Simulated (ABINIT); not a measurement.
Runs of ABINIT 10.8.3 (patched build) on Al. It takes space group Fm-3m (No. 225, cubic). The conventional cell has a = 4.050 Å, b = 4.050 Å, c = 4.050 Å, α = 90.00°, β = 90.00°, γ = 90.00°. Al (site symmetry m-3m) has 12 Al at 2.86 Å as nearest neighbours. 

| task | level | potentials or basis | cutoff (eV) | fine-grid cutoff | gap on the mesh (eV) | pressure (GPa) | V0 of scaled cells (Å³/atom) | B0 (GPa) |
| --- | --- | --- | --- | --- | --- | --- | --- | --- |
| band structure | rSCAN | SG15 NC PBE v1.2 | 980 | - | none | -1.7 | - | - |
| equation of state | LDA | JTH PAW LDA v2.0 | 544 | 1088.46 eV | - | - | 15.81 | 86 |
| band structure | BP86 | PseudoDojo NC SR PBE v0.4.1 standard | 544 | - | none | (a) | - | - |
| band structure | LDA-PZ | PseudoDojo NC SR LDA v0.4.1 standard | 599 | - | none | (b) | - | - |
| band structure | BP86 | JTH PAW PBE v2.0 | 544 | 1088.46 eV | none | 0.4 | - | - |
| equation of state | BP86+D3 | JTH PAW PBE v2.0 | 544 | 1088.46 eV | - | - | 15.93 | (c) |

Alike in all rows: no spin polarisation; cell as given; k mesh 11 × 11 × 11; smearing fermi-dirac 0.05 eV.

Fill in the values left out.

(a) 0.8; (b) -3.9; (c) 84.

Caveats: the potentials were made for another functional, which shifts forces and pressure (some runs); pressures at fixed basis lie under the slope of the energies (some runs); the PAW data sets were made with another functional, which shifts forces and pressure a little (some runs).

A gap of «none» marks a metal or a gap under the smearing width.

The runs don't all hold the same shells in valence.
